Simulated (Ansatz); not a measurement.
# TaN: the cost of one run

Method: DFT PBE, scalar-relativistic, plane waves, PAW, in Ansatz 0.2.0.

## Step 1: The system as given

Symmetry: Fm-3m, No. 225, cubic system. Conventional cell: a = 4.417 Å, b = 4.417 Å, c = 4.417 Å, α = 90.00°, β = 90.00°, γ = 90.00°. Around Ta (site symmetry m-3m) lie 6 N at 2.21 Å. Around N (site symmetry m-3m) lie 6 Ta at 2.21 Å.

As a file:

```cif
data_structure
_symmetry_space_group_name_H-M 'Fm-3m'
_symmetry_Int_Tables_number 225
_cell_length_a 4.4173
_cell_length_b 4.4173
_cell_length_c 4.4173
_cell_angle_alpha 90.000
_cell_angle_beta 90.000
_cell_angle_gamma 90.000
_cell_volume 86.19
loop_
_atom_site_label
_atom_site_type_symbol
_atom_site_symmetry_multiplicity
_atom_site_Wyckoff_symbol
_atom_site_fract_x
_atom_site_fract_y
_atom_site_fract_z
_atom_site_occupancy
Ta1 Ta 4 b 0.50000 0.00000 0.00000 1
N1 N 4 a 0.00000 0.00000 0.00000 1
```

It is the result of an earlier relaxation at this level (volume 10.77 Å³/atom; gap on the mesh: none (metal)).

## Step 2: Building the [111] wire, 12 host atoms a period

The wire is cut from the relaxed crystal, periodic along c with vacuum across. Atoms and period relax; energies count from the bulk, -5158.9572 eV an atom.

The cell holds 6 Ta, 6 N: a = 11.700 Å, b = 12.400 Å, c = 7.651 Å, α = 90.00°, β = 90.00°, γ = 90.00°.

## Step 3: Relaxing it

Pressure and volume refer to the whole cell with its vacuum; only the period along c may change.

Input file input.yaml:

```yaml
crystal:
  lattice:
    - [11.7, 0.0, 0.0]
    - [0.0, 12.4, 0.0]
    - [0.0, 0.0, 7.6509352989]
  atoms:
    - { symbol: Ta, position: [0.6155988939, 0.5, 0.1666666667] }
    - { symbol: "N", position: [0.4614670354, 0.5, 0.0] }
    - { symbol: Ta, position: [0.4614670354, 0.5, 0.5] }
    - { symbol: "N", position: [0.6155988939, 0.5, 0.6666666667] }
    - { symbol: Ta, position: [0.3844011061, 0.3740531752, 0.1666666667] }
    - { symbol: Ta, position: [0.5385329646, 0.6259468248, 0.8333333333] }
    - { symbol: "N", position: [0.5385329646, 0.3740531752, 0.3333333333] }
    - { symbol: "N", position: [0.3844011061, 0.6259468248, 0.6666666667] }
    - { symbol: Ta, position: [0.3844011061, 0.6259468248, 0.1666666667] }
    - { symbol: Ta, position: [0.5385329646, 0.3740531752, 0.8333333333] }
    - { symbol: "N", position: [0.5385329646, 0.6259468248, 0.3333333333] }
    - { symbol: "N", position: [0.3844011061, 0.3740531752, 0.6666666667] }
basis:
  ecutwfc: 420
kpoints:
  mp_grid: { grid: [1, 1, 7] }
hamiltonian:
  xc: pbe
scf:
  occupations: { method: gaussian, width: 0.05 }
output:
  forces: true
  stress: true
  eigenvalues: true
  populations: true
  write_density: true
  write_potential: true
  elf: true
  volumetric_format: npy
relax:
  adjacent_minimum: "off"
  f_tol: 0.02
  max_steps: 45
  cell: { fix: [a, b, alpha, beta, gamma], stress_tol: 0.03 }
```

Command:

```console
> ansatz run input.yaml --threads 4 --pin off --max-ram 11264MiB --backend cpu --events-out ev --progress --plain --runs-dir out
```

**Question.** How long does this run take on 4 threads of Intel Xeon 6975P-C (Granite Rapids), shared host, and how much memory does it need?

About 4 min, with a peak of 1.8 GiB.
